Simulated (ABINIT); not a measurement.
# WS2: single point with r2SCAN

WS2:

```xyz
3
Lattice="1.5790 0.9116 6.1633 -1.5790 0.9116 6.1633 0.0000 -1.8233 6.1633" Properties=species:S:1:pos:R:3 pbc="T T T"
W     0.0000    0.0000    0.0000
S     0.0000    0.0000   10.7427
S     0.0000    0.0000   13.8730
```

Measurements of this composition are mostly on another form, of space group No. 194.

```json
{
 "Program": "ABINIT 10.8.3 (patched build)",
 "Task": "single point",
 "Functional": "r2SCAN",
 "Potentials or basis": "JTH PAW PBE v2.0",
 "Cutoff": "653 eV",
 "k mesh": "10 × 10 × 10",
 "Occupations": "fermi-dirac, width 0.05 eV",
 "Spin": "no spin polarisation",
 "Fine-grid cutoff": "1251.72 eV"
}
```

The pressure is 3.0 GPa and the largest force is 0.617 eV/Å. The band gap on the k mesh is 1.17 eV, indirect (least direct gap 2.37 eV) and the valence electrons inside the program's atomic spheres are W 11.75; S 3.62, 3.64.

Forces in eV/Å, atoms in the order of the input:
```
W    0.000  0.000 -0.617
S    0.000  0.000  0.325
S    0.000  0.000  0.292
```

Stress tensor (GPa, compression positive):
```
3.43 0.00 0.00
0.00 3.43 0.00
0.00 0.00 2.21
```

Levels at points of the mesh, in eV from the valence-band top:
| k point | band 11 | band 12 | band 13 | band 14 | band 15 | band 16 |
| --- | --- | --- | --- | --- | --- | --- |
| (0.00, 0.00, 0.00) | -2.45 | -1.70 | -1.24 | 2.33 | 2.33 | 2.65 |
| (0.50, 0.00, 0.00) | -2.75 | -1.98 | -1.81 | 2.42 | 2.73 | 3.92 |
| (0.50, 0.50, 0.00) | -3.37 | -2.18 | -1.63 | 2.37 | 2.86 | 3.49 |
| (0.50, 0.50, 0.50) | -2.41 | -2.41 | 0.00 | 2.43 | 2.43 | 2.51 |

Run time: 24 min on 1 thread of Intel(R) Xeon(R) Platinum 8488C (Sapphire Rapids) (shared host), peak memory 0.52 GiB.

Caveat: the PAW data sets were made with another functional, which shifts forces and pressure a little; spin-orbit coupling is left out, which moves the levels of the heavy elements. r2SCAN opens gaps a little over a GGA but as a rule still falls short of measured ones.
